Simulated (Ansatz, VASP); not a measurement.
Two plane-wave programs on Mg3Se

```xyz
4
Lattice="4.4589 0.0000 0.0000 0.0000 4.4589 0.0000 0.0000 0.0000 4.4647" Properties=species:S:1:pos:R:3 pbc="T T T"
Mg    0.0000    2.2294    0.0000
Mg    2.2294    0.0000    0.0000
Mg    2.2294    2.2294    2.2323
Se    0.0000    0.0000    2.2323
```

Change from the starting cell: species swapped into the YMg3 type (P4/mmm, No. 123).

Alike in both runs: functional PBE; k mesh 10 × 10 × 10; occupations gaussian, width 0.1 eV; no spin polarisation.

Ansatz relaxed the structure, and its values are those at the end. VASP's run is a single point on that final structure, the one shown.

|  | VASP | Ansatz |
| --- | --- | --- |
| version | VASP 6.6.1 | Ansatz 0.2.0 |
| potentials or method | VASP PAW PBE potentials, release 64 (Mg, Se) | scalar-relativistic, plane waves, PAW |
| plane-wave cutoff (eV) | 520 | 420 |
| valence electrons in the cell | 12 | 46 |

VASP gave:

* gap on the k mesh at the Fermi level (eV): none
* pressure (GPa): -0.1

Task: Which values does Ansatz return?

Result: gap on the k mesh at the Fermi level (eV): none; pressure (GPa): 0.0.

A gap of «none» marks a metal or a gap that the smearing closes. The functional is the same, so the differences come from potentials, cutoffs and numerics. The two sets of potentials don't hold the same shells in valence.
